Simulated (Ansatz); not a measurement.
Here is the system:

Starting cell, ZrO$_{2}$ (fluorite):

```
CELL_PARAMETERS angstrom
      0.00000     5.11587     5.11587
      2.55794     0.00000     2.55794
      2.55794     2.55794     0.00000
ATOMIC_POSITIONS crystal
  Zr 0.00000 0.00000 0.00000
  Zr 0.50000 0.00000 0.00000
  O  0.12500 0.25000 0.25000
  O  0.62500 0.25000 0.25000
  O  0.37500 0.75000 0.75000
  O  0.87500 0.75000 0.75000
```

In this cell atom 3 (O, nearest neighbour Zr at 2.215 Å; its periodic images, 3.6 Å or more away, move with it) is moved by s along Cartesian [110], unit vector (0.707, 0.707, 0.000); all other atoms and the cell stay fixed.

Computed with PBE (plane waves to 420 eV, PAW, scalar-relativistic; Ansatz, a program for electronic structure). k mesh 9×9×9 (Γ-centred), Fermi-Dirac smearing 0.05 eV. The energy includes the smearing's −TS. This is a high-temperature form of ZrO2. ZrO2 is run without spin polarisation. ZrO2 was relaxed with its symmetry unable to fall. ΔE is measured from the undisplaced structure.

The scan covers s from -0.220 to 0.220 Å in 11 points.

Is the energy the same for equal positive and negative displacements?

Even: the same for both signs. With its periodic images moving along, the atom's site symmetry in this cell is 3m.

What is the force constant k = d²E/ds² of this move at s = 0?

10.5 eV/Å².

(A displaced cell: forces are minus the slopes of the energy, force constants its curvatures, and phonons follow from these.)
